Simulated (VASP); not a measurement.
# ZnF2 (P4_2/mnm) in VASP: single point with HSE06

Aim: the single point of ZnF2 with HSE06.

All numbers are computed with VASP 6.6.1; they aren't measurements. Logs are shortened: lines on timing, memory, paths and dates and some standing lists are left out, and cuts for length are marked.

### Step 1. The structure

It takes space group P4_2/mnm (No. 136, tetragonal). Conventional cell: a = 4.718 Å, b = 4.718 Å, c = 3.139 Å, α = 90.00°, β = 90.00°, γ = 90.00°. Zn (site symmetry mmm) is surrounded by 6 F at 2.03 to 2.04 Å. Around F (site symmetry m2m) lie 3 Zn at 2.03 to 2.04 Å.

### Step 2. Single point, HSE06

POSCAR

```
ZnF2
1.0
    4.7182600000      0.0000000000      0.0000000000
    0.0000000000      4.7182600000      0.0000000000
    0.0000000000      0.0000000000      3.1387200000
Zn F
2 4
Direct
    0.0000000000      0.0000000000      0.0000000000
    0.5000000000      0.5000000000      0.5000000000
    0.3037300000      0.3037300000      0.0000000000
    0.1962700000      0.8037300000      0.5000000000
    0.6962700000      0.6962700000      0.0000000000
    0.8037300000      0.1962700000      0.5000000000
```

INCAR.step1

```
  PREC = Accurate
  ENCUT = 520
  EDIFF = 1E-5
  ISMEAR = 0
  SIGMA = 0.02
  LREAL = False
  LASPH = True
  NELM = 80
  ALGO = Normal
  ISIF = 2
  LWAVE = True
  LCHARG = False
  GGA = PE
```

INCAR.step2

```
  PREC = Accurate
  ENCUT = 520
  EDIFF = 1E-7
  ISMEAR = 0
  SIGMA = 0.02
  LREAL = False
  LASPH = True
  NELM = 80
  ALGO = Normal
  ISIF = 2
  LWAVE = False
  LCHARG = False
  GGA = PE
  LHFCALC = True
  HFSCREEN = 0.2
  PRECFOCK = Fast
  ISTART = 1
```

KPOINTS

```
regular mesh
0
Gamma
  4 4 6
```

Potentials or basis: VASP PAW PBE potentials, release 64 (Zn, F).

Command:

```bash
$ cat potpaw_PBE.64/Zn/POTCAR potpaw_PBE.64/F/POTCAR > POTCAR
$ cp INCAR.step1 INCAR
$ mpirun -np 1 vasp_std > vasp.out
$ cp INCAR.step2 INCAR
$ mpirun -np 1 vasp_std > vasp.out
```

OUTCAR:

```text
PREC = Accurate
   ENCUT = 520
   EDIFF = 1E-7
   ISMEAR = 0
   LREAL = False
   LASPH = True
   NELM = 80
   ISIF = 2
   GGA = PE
   LHFCALC = True
   HFSCREEN = 0.2
   PRECFOCK = Fast
   ISTART = 1

 ion  position               nearest neighbor table
   1  0.000  0.000  0.000-   3 2.03   5 2.03   4 2.04   6 2.04   4 2.04   6 2.04
   2  0.500  0.500  0.500-   4 2.03   6 2.03   5 2.04   3 2.04   3 2.04   5 2.04
   3  0.304  0.304  0.000-   1 2.03   2 2.04   2 2.04
   4  0.196  0.804  0.500-   2 2.03   1 2.04   1 2.04
   5  0.696  0.696  0.000-   1 2.03   2 2.04   2 2.04
   6  0.804  0.196  0.500-   2 2.03   1 2.04   1 2.04

  LATTYP: Found a simple tetragonal cell.
 ALAT       =     4.7182600000
 C/A-ratio  =     0.6652282833

  Lattice vectors:

 A1 = (   4.7182600000,   0.0000000000,   0.0000000000)
 A2 = (   0.0000000000,   4.7182600000,   0.0000000000)
 A3 = (   0.0000000000,   0.0000000000,   3.1387200000)

Analysis of symmetry for initial positions (statically):
=====================================================================
 Subroutine PRICEL returns:
 Original cell was already a primitive cell.

 Routine SETGRP: Setting up the symmetry group for a
 simple tetragonal supercell.

 Subroutine GETGRP returns: Found 16 space group operations
 (whereof  8 operations were pure point group operations)
 out of a pool of 16 trial point group operations.

The static configuration has the point symmetry D_2h.
 The point group associated with its full space group is D_4h.

Analysis of symmetry for dynamics (positions and initial velocities):
=====================================================================
 Subroutine PRICEL returns:
 Original cell was already a primitive cell.

 Routine SETGRP: Setting up the symmetry group for a
 simple tetragonal supercell.

 Subroutine GETGRP returns: Found 16 space group operations
 (whereof  8 operations were pure point group operations)
 out of a pool of 16 trial point group operations.

The dynamic configuration has the point symmetry D_2h.
 The point group associated with its full space group is D_4h.

 Subroutine INISYM returns: Found 16 space group operations
 (whereof  8 operations are pure point group operations),
 and found     1 'primitive' translations

----------------------------------------------------------------------------------------

                                     Primitive cell

  volume of cell :      69.8741

  direct lattice vectors                    reciprocal lattice vectors
     4.718260000  0.000000000  0.000000000     0.211942538  0.000000000  0.000000000
     0.000000000  4.718260000  0.000000000     0.000000000  0.211942538  0.000000000
     0.000000000  0.000000000  3.138720000     0.000000000  0.000000000  0.318601213

  length of vectors
     4.718260000  4.718260000  3.138720000     0.211942538  0.211942538  0.318601213

  position of ions in fractional coordinates (direct lattice)
     0.000000000  0.000000000  0.000000000
     0.500000000  0.500000000  0.500000000
     0.303730000  0.303730000  0.000000000
     0.196270000  0.803730000  0.500000000
     0.696270000  0.696270000  0.000000000
     0.803730000  0.196270000  0.500000000

  ion indices of the primitive-cell ions
   primitive index   ion index
                 1           1
                 2           2
                 3           3
                 4           4
                 5           5
                 6           6

----------------------------------------------------------------------------------------

 KPOINTS: regular mesh

Automatic generation of k-mesh.
 Grid dimensions read from file:
 generate k-points for:    4    4    6

 Generating k-lattice:

  Cartesian coordinates                     Fractional coordinates (reciprocal lattice)
     0.052985635  0.000000000  0.000000000     0.250000000  0.000000000  0.000000000
     0.000000000  0.052985635  0.000000000     0.000000000  0.250000000  0.000000000
     0.000000000  0.000000000  0.053100202     0.000000000  0.000000000  0.166666667

  Length of vectors
     0.052985635  0.052985635  0.053100202

  Shift w.r.t. Gamma in fractional coordinates (k-lattice)
     0.000000000  0.000000000  0.000000000

 Subroutine IBZKPT returns following result:
 ===========================================

 Found     24 irreducible k-points:

 Following reciprocal coordinates:
            Coordinates               Weight
  0.000000  0.000000  0.000000      1.000000
  0.250000  0.000000  0.000000      4.000000
  0.500000  0.000000  0.000000      2.000000
  0.250000  0.250000  0.000000      4.000000
  0.500000  0.250000  0.000000      4.000000
  0.500000  0.500000  0.000000      1.000000
[... 16 lines left out ...]
  0.500000  0.250000  0.500000      4.000000
  0.500000  0.500000  0.500000      1.000000
   k-points           NKPTS =     24   k-points in BZ     NKDIM =     96   number of bands    NBANDS=     31
   number of dos      NEDOS =    301   number of ions     NIONS =      6
   total plane-waves  NPLWV =  31104
   dimension x,y,z NGX =    36 NGY =   36 NGZ =   24
   dimension x,y,z NGXF=    72 NGYF=   72 NGZF=   48
   ions per type =               2   4
   NGX,Y,Z   is equivalent  to a cutoff of  12.68, 12.68, 12.71 a.u.
   NGXF,Y,Z  is equivalent  to a cutoff of  25.37, 25.37, 25.42 a.u.
 SYSTEM =  unknown system
   PREC   = accura    normal or accurate (medium, high low for compatibility)
   ISTART =      1    job   : 0-new  1-cont  2-samecut
   ICHARG =      0    charge: 1-file 2-atom 10-const
   ISPIN  =      1    spin polarized calculation?
   LNONCOLLINEAR =      F non collinear calculations
   LSORBIT =      F    spin-orbit coupling
   LASPH  =      T    aspherical Exc in radial PAW
   ENCUT  =  520.0 eV  38.22 Ry    6.18 a.u.   8.77  8.77  5.84*2*pi/ulx,y,z
   NELM   =     80;   NELMIN=  2; NELMDL=  0     # of ELM steps
   EDIFF  = 0.1E-06   stopping-criterion for ELM
   LREAL  =      F    real-space projection
   EDIFFG = 0.1E-05   stopping-criterion for IOM
   NSW    =      0    number of steps for IOM
   IBRION =     -1    ionic relax: 0-MD 1-quasi-New 2-CG
   NFREE  =      0    steps in history (QN), initial steepest desc. (CG)
   ISIF   =      2    stress and relaxation
   ISYM   =      3    0-nonsym 1-usesym 2-fastsym
   POTIM  = 0.5000    time-step for ionic-motion
   TEBEG  =    0.0;   TEEND  =   0.0 temperature during run
   PSTRESS=    0.0 pullay stress
   NELECT =      52.0000    total number of electrons
   NUPDOWN=      -1.0000    fix difference up-down
   EMIN   =  10.00;   EMAX   =-10.00  energy-range for DOS
   EFERMI =   0.00;   METHOD = LEGACY
   ISMEAR =     0;   SIGMA  =   0.02  broadening in eV -4-tet -1-fermi 0-gaus
   EFERMI_NEDOS =   21; number of points for ismear=-14 and -15
   IALGO  =     38    algorithm
   IMIX   =      1    mixing-type and parameters
     AMIX     =   0.40;   BMIX     =  1.00
     AMIX_MAG =   1.60;   BMIX_MAG =  1.00
  volume/ion in A,a.u.               =      11.65        78.59
  Fermi-wavevector in a.u.,A,eV,Ry     =   1.483556  2.803514 29.945571  2.200937
  Thomas-Fermi vector in A             =   2.597203
   LORBIT       =      0    0 simple, 1 ext, 2 COOP (PROOUT), +10 PAW based schemes
   GGA     = PE    functional components
   LHFCALC =     T    Hartree Fock is set to
   PRECFOCK=fast      Normal, Fast or Accurate (Low or Medium for compatibility)
   ENCUT4O =  -1.0   cutoff for four orbital integrals eV
   NKREDX  =     1    reduce k-point grid by
   NKREDY  =     1    reduce k-point grid by
   NKREDZ  =     1    reduce k-point grid by
   AEXX    =    0.2500 exact exchange contribution
   HFSCREEN=    0.2000 screening length (either q_TF or 0.3 A-1)
   HFSCREENC=   0.2000 screening length for correlation (either q_TF or 0.3 A-1)
   ENCUTFOCK=  -1.0 apply spherical cutoff to Coloumb kernel
   IVDW    =     0    specifies the selected vdW correction
   LEPSILON=     F    determine dielectric tensor
   LRPA    =     F    only Hartree local field effects (RPA)
 non-spin polarized calculation
 Gauss-broadening in eV      SIGMA  =   0.02
  energy-cutoff  :      520.00
  volume of cell :       69.87
 maximum number of plane-waves:      1904
 NGX is ok and might be reduce to    36
  NGX = 24; NGY = 24; NGZ = 14

 number of electron      51.9999963 magnetization

 Free energy of the ion-electron system (eV)
  ---------------------------------------------------
  ext. energy  EPLUGINS =         0.00000000
  ---------------------------------------------------
  free energy    TOTEN  =       -30.51368009 eV

  energy without entropy =      -30.51368009  energy(sigma->0) =      -30.51368009

 E-fermi :  -2.9864     XC(G=0):  -8.3480

 val. band max:       -3.0757695256   @ k =   0.5000   0.0000   0.5000
 cond. band min:       2.9604903160   @ k =   0.0000   0.0000   0.0000
 fundamental gap:      6.0362598416
 Fermi energy:        -2.9863778498

 k-point     1 :       0.0000    0.0000    0.0000
  band No.  band energies     occupation
      1     -26.3036      2.00000
      2     -25.5218      2.00000
      3     -25.5218      2.00000
      4     -25.4931      2.00000
      5      -9.2433      2.00000
      6      -8.7927      2.00000
[... 23 lines left out ...]
     30       9.1839      0.00000
     31      12.8923      0.00000

 k-point     2 :       0.2500    0.0000    0.0000
  band No.  band energies     occupation
      1     -26.2089      2.00000
      2     -25.6956      2.00000
      3     -25.5027      2.00000
      4     -25.4436      2.00000
      5      -8.9517      2.00000
      6      -8.6575      2.00000
[... 23 lines left out ...]
     30      10.0856      0.00000
     31      12.6361      0.00000

 k-point     3 :       0.5000    0.0000    0.0000
  band No.  band energies     occupation
      1     -25.9687      2.00000
      2     -25.9687      2.00000
      3     -25.4623      2.00000
      4     -25.4623      2.00000
      5      -8.4650      2.00000
      6      -8.4650      2.00000
[... 23 lines left out ...]
     30      10.1187      0.00000
     31      12.6946      0.00000

 k-point     4 :       0.2500    0.2500    0.0000
  band No.  band energies     occupation
      1     -26.1272      2.00000
      2     -25.7361      2.00000
      3     -25.5438      2.00000
      4     -25.4523      2.00000
      5      -9.0120      2.00000
      6      -8.4500      2.00000
[... 23 lines left out ...]
     30      10.1534      0.00000
     31      12.6463      0.00000

 k-point     5 :       0.5000    0.2500    0.0000
  band No.  band energies     occupation
      1     -25.9260      2.00000
      2     -25.9260      2.00000
      3     -25.5078      2.00000
      4     -25.5078      2.00000
      5      -8.7928      2.00000
      6      -8.7928      2.00000
[... 23 lines left out ...]
     30       9.3887      0.00000
     31      13.4838      0.00000
[... 542 lines left out ...]
     30       9.8860      0.00000
     31      13.6935      0.00000

 k-point    22 :       0.2500    0.2500    0.5000
  band No.  band energies     occupation
      1     -25.7188      2.00000
      2     -25.6874      2.00000
      3     -25.5294      2.00000
      4     -25.4961      2.00000
      5      -8.2968      2.00000
      6      -8.2946      2.00000
[... 23 lines left out ...]
     30      11.5125      0.00000
     31      12.0035      0.00000

 k-point    23 :       0.5000    0.2500    0.5000
  band No.  band energies     occupation
      1     -25.6917      2.00000
      2     -25.6917      2.00000
      3     -25.5227      2.00000
      4     -25.5227      2.00000
      5      -8.3345      2.00000
      6      -8.3345      2.00000
[... 23 lines left out ...]
     30      10.3601      0.00000
     31      12.4326      0.00000

 k-point    24 :       0.5000    0.5000    0.5000
  band No.  band energies     occupation
      1     -25.6975      2.00000
      2     -25.6975      2.00000
      3     -25.5141      2.00000
      4     -25.5141      2.00000
      5      -8.4285      2.00000
      6      -8.4285      2.00000
[... 23 lines left out ...]
     30      10.9340      0.00000
     31      12.0555      0.00000

------------------------ aborting loop because EDIFF is reached ----------------------------------------

  FORCE on cell =-STRESS in cart. coord.  units (eV):
  Direction    XX          YY          ZZ          XY          YZ          ZX
  --------------------------------------------------------------------------------------
  -------------------------------------------------------------------------------------
  Total        0.8921647      0.8921647      1.0122929      0.0000000      0.0000000      0.0000000
  in kB       20.4568761     20.4568761     23.2113524      0.0000000      0.0000000      0.0000000
  external PRESSURE =      21.3750349 kB  Pullay stress =       0.0000000 kB

 VOLUME and BASIS-vectors are now :
 -----------------------------------------------------------------------------
  energy-cutoff  :      520.00
  volume of cell :       69.87
      direct lattice vectors                 reciprocal lattice vectors
     4.718260000  0.000000000  0.000000000     0.211942538  0.000000000  0.000000000
     0.000000000  4.718260000  0.000000000     0.000000000  0.211942538  0.000000000
     0.000000000  0.000000000  3.138720000     0.000000000  0.000000000  0.318601213

 POSITION                                       TOTAL-FORCE (eV/Angst)
 -----------------------------------------------------------------------------------
      0.00000      0.00000      0.00000         0.000000      0.000000      0.000000
      2.35913      2.35913      1.56936         0.000000      0.000000      0.000000
      1.43308      1.43308      0.00000        -0.012356     -0.012356     -0.000000
      0.92605      3.79221      1.56936         0.012356     -0.012356     -0.000000
      3.28518      3.28518      0.00000         0.012356      0.012356      0.000000
      3.79221      0.92605      1.56936        -0.012356      0.012356      0.000000
 -----------------------------------------------------------------------------------
    total drift:                               -0.000101     -0.000157      0.000048

  FREE ENERGIE OF THE ION-ELECTRON SYSTEM (eV)
  ---------------------------------------------------
  free  energy   TOTEN  =       -30.5136800919 eV

  energy  without entropy=      -30.5136800919  energy(sigma->0) =      -30.51368009
```

Wall time 2 h (1 thread of Intel Xeon Platinum 8488C (Sapphire Rapids), shared host); peak memory 0.32 GiB.

Results:

```
Free energy            : -30.5137 eV
Pressure               : 2.1 GPa
Largest force          : 0.017 eV/Å
Band gap on the k mesh : 6.04 eV, indirect (least direct gap 6.05 eV)
```

Forces in eV/Å, atoms in the order of the input:
```
Zn   0.000  0.000  0.000
Zn   0.000  0.000  0.000
F   -0.012 -0.012  0.000
F    0.012 -0.012  0.000
F    0.012  0.012  0.000
F   -0.012  0.012  0.000
```

Stress tensor (GPa, compression positive):
```
2.05 0.00 0.00
0.00 2.05 0.00
0.00 0.00 2.32
```

Levels at points of the mesh, in eV from the valence-band top:
```csv
k point,band 23,band 24,band 25,band 26,band 27,band 28,band 29,band 30
"(0.00, 0.00, 0.00)",-1.05,-0.33,-0.33,-0.02,6.04,12.23,12.23,12.26
"(0.50, 0.00, 0.00)",-0.61,-0.61,-0.40,-0.40,8.70,8.70,13.19,13.19
"(0.50, 0.50, 0.00)",-1.27,-1.27,-0.35,-0.35,9.74,9.74,11.69,11.69
"(0.00, 0.00, 0.50)",-1.40,-1.40,-1.26,-1.26,11.05,11.05,14.70,14.70
"(0.50, 0.00, 0.50)",-1.38,-1.38,0.00,0.00,11.67,11.67,12.96,12.96
"(0.50, 0.50, 0.50)",-1.25,-1.25,-0.83,-0.83,10.94,10.94,14.01,14.01
```

Caveat: the PAW data sets were made with another functional, which shifts forces and pressure a little.
